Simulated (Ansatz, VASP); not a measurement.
**CdS in VASP and in Ansatz**

File INCAR:

```
  PREC = Accurate
  ENCUT = 520
  EDIFF = 1E-7
  ISMEAR = 0
  SIGMA = 0.01
  LREAL = False
  LASPH = True
  NELM = 80
  ALGO = Normal
  ISIF = 2
  LWAVE = False
  LCHARG = False
  GGA = PS
  NBANDS = 26
```

The input KPOINTS:

```
Automatic mesh
0
Gamma
  9 9 4
```

File POSCAR:

```
CdS
1.0
    4.1370000000      0.0000000000      0.0000000000
   -2.0685000000      3.5827470955      0.0000000000
    0.0000000000      0.0000000000      6.7160000000
Cd S
2 2
Direct
    0.3333333333      0.6666666667     -0.0615000000
    0.6666666667      0.3333333333      0.4385000000
    0.3333333333      0.6666666667      0.4385000000
    0.6666666667      0.3333333333      0.9385000000
```

Input for Ansatz:

```yaml
crystal:
  lattice:
    - [4.137, 0.0, 0.0]
    - [-2.0685, 3.5827470955, 0.0]
    - [0.0, 0.0, 6.716]
  atoms:
    - { symbol: Cd, position: [0.3333333333, 0.6666666667, -0.0615] }
    - { symbol: Cd, position: [0.6666666667, 0.3333333333, 0.4385] }
    - { symbol: S, position: [0.3333333333, 0.6666666667, 0.4385] }
    - { symbol: S, position: [0.6666666667, 0.3333333333, 0.9385] }
basis:
  ecutwfc: 420
  xc_grid: 2
kpoints:
  mp_grid: { grid: [9, 9, 4] }
hamiltonian:
  xc: pbesol
  pseudopotentials: { kind: paw, azcp: { folder: soft_1 } }
scf:
  occupations: { method: fixed }
output:
  forces: true
  stress: true
  eigenvalues: true
  polarization: {}
```

Change from the starting cell: polar distortion scaled by 0.00.

Alike in both runs: task single point; functional PBEsol; k mesh 9 × 9 × 4; no spin polarisation.

|  | VASP | Ansatz |
| --- | --- | --- |
| version | VASP 6.6.1 | Ansatz 0.2.0 |
| potentials or method | VASP PAW PBE potentials, release 64 (Cd, S) | scalar-relativistic, plane waves, PAW |
| plane-wave cutoff (eV) | 520 | 420 |
| occupations | gaussian, width 0.01 eV | fixed |
| valence electrons in the cell | 36 | 52 |

|  | VASP | Ansatz | Ansatz less VASP |
| --- | --- | --- | --- |
| gap on the k mesh at the Fermi level (eV) | 1.35 | 1.34 | -0.011 |
| least direct gap on the mesh (eV) | 1.35 | 1.34 | -0.011 |
| pressure (GPa) | 3.8 | 3.4 | -0.49 |
| largest component of the traceless stress (GPa) | 6.72 | 6.31 | -0.413 |

The two sets of potentials don't hold the same shells in valence. Ansatz warned: «pseudo_functional_mismatch».

Caveats: the PAW data sets were made with another functional, which shifts forces and pressure a little (VASP).
